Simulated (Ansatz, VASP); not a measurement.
# One calculation of TiO2, two programs

```
CELL_PARAMETERS angstrom
2.90890 0.00000 0.00000
0.00020 4.70761 0.00000
1.45390 0.24235 7.08346
ATOMIC_POSITIONS crystal
Ti 0.00337 0.00039 0.00070
Ti 0.34464 0.48026 0.31696
Ti 0.66171 0.52047 0.68450
O 0.44004 0.18544 0.12854
O 0.77793 0.29773 0.45188
O 0.10124 0.30895 0.80624
O 0.90650 0.69184 0.19517
O 0.22941 0.70301 0.54951
O 0.56803 0.81530 0.87283
```

Change from the starting cell: strain = -0.02.

Alike in both runs: task relaxation of the atoms; functional PBE; k mesh 7 × 5 × 3; occupations fermi-dirac, width 0.05 eV; no spin polarisation.

|  | VASP | Ansatz |
| --- | --- | --- |
| version | VASP 6.6.1 | Ansatz 0.2.0 |
| potentials or method | VASP PAW PBE potentials, release 64 (Ti_sv, O) | Ansatz PAW |
| plane-wave cutoff (eV) | 520 | 420 |
| valence electrons in the cell | 72 | 72 |

```tsv
	VASP	Ansatz	Ansatz less VASP
gap on the k mesh at the Fermi level, each at its own relaxed structure (eV)	2.32	2.35	+0.031
energy change over the relaxation (meV/atom)	-2	-1	+0.4
```

Caveats: an odd mesh through Γ misses points on the zone boundary, where band edges often lie (VASP); odd divisions of the mesh miss points on the zone boundary, where band edges often lie, so the gap on the mesh can be too wide (Ansatz).
